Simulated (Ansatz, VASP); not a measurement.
**Two plane-wave programs on Nb**

Contents of INCAR:

```
SYSTEM = Nb
ALGO = Normal ; EDIFF = 1E-6
ENCUT = 520 ; GGA = PS
ISIF = 2 ; ISMEAR = 0
LASPH = .TRUE. ; LCHARG = .FALSE.
LREAL = .FALSE. ; LWAVE = .FALSE.
NBANDS = 12 ; NELM = 60
PREC = Accurate ; SIGMA = 0.1
```

File KPOINTS:

```
k-points
0
G
  18 18 18
  0 0 0
```

File POSCAR:

```
Nb
1.0
    0.0000000000      2.1525161662      2.1525161662
    2.1525161662      0.0000000000      2.1525161662
    2.1525161662      2.1525161662      0.0000000000
Nb
1
Direct
    0.0000000000      0.0000000000      0.0000000000
```

Input for Ansatz:

```yaml
crystal:
  lattice:
    - [0.0, 2.1525161662, 2.1525161662]
    - [2.1525161662, 0.0, 2.1525161662]
    - [2.1525161662, 2.1525161662, 0.0]
  atoms:
    - { symbol: Nb, position: [0.0, 0.0, 0.0] }
basis:
  ecutwfc: 420
kpoints:
  mp_grid: { grid: [18, 18, 18] }
hamiltonian:
  xc: pbesol
scf:
  occupations: { method: gaussian, width: 0.1 }
output:
  forces: true
  stress: true
  eigenvalues: true
```

Alike in both runs: task single point; functional PBEsol; k mesh 18 × 18 × 18; occupations gaussian, width 0.1 eV; no spin polarisation.

|  | VASP | Ansatz |
| --- | --- | --- |
| version | VASP 6.6.1 | Ansatz 0.2.0 |
| potentials or method | VASP PAW PBE potentials, release 64 (Nb_sv) | scalar-relativistic, plane waves, PAW |
| plane-wave cutoff (eV) | 520 | 420 |
| valence electrons in the cell | 13 | 13 |

```tsv
	VASP	Ansatz	Ansatz less VASP
gap on the k mesh at the Fermi level (eV)	none	none	-
pressure (GPa)	-14.3	-14.0	+0.27
```

A gap of «none» marks a metal or a gap that the smearing closes. With one functional, cell and mesh, what is left measures potentials, basis and numerics.

Caveats: the PAW data sets were made with another functional, which shifts forces and pressure a little (VASP).
